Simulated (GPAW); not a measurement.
**Li2S: single point with PBE**

The system is Li2S.

```
S Li
1.0
     0.00000    2.84450    2.84450
     2.84450    0.00000    2.84450
     2.84450    2.84450    0.00000
S Li
1 2
Direct
  0.00000 0.00000 0.00000
  0.75000 0.75000 0.75000
  0.25000 0.25000 0.25000
```

```
Program             : GPAW 26.7.0
Task                : single point
Functional          : PBE
Potentials or basis : GPAW PAW data sets (gpaw-data 1.2.1)
Cutoff              : 800 eV
Basis               : pw
k mesh              : 8 × 8 × 8
Occupations         : gaussian, width 0.013 eV
Spin                : no spin polarisation
Maxiter             : 150
```

```json
{
 "Pressure": "0.9 GPa",
 "Band gap on the k mesh": "3.38 eV, indirect (least direct gap 4.28 eV)"
}
```

Levels at points of the mesh, in eV from the valence-band top:
| k point | band 2 | band 3 | band 4 | band 5 | band 6 | band 7 |
| --- | --- | --- | --- | --- | --- | --- |
| (0.00, 0.00, 0.00) | 0.00 | 0.00 | 0.00 | 4.28 | 6.22 | 6.22 |
| (0.50, 0.50, 0.00) | -2.18 | -1.43 | -1.43 | 3.38 | 7.09 | 11.14 |
| (0.50, 0.50, 0.50) | -2.90 | -0.51 | -0.51 | 6.11 | 6.57 | 6.57 |

Run time: 17 s on 1 thread of Arm Neoverse V1, on a shared host, peak memory 0.17 GiB.

A k mesh can miss the band edges.
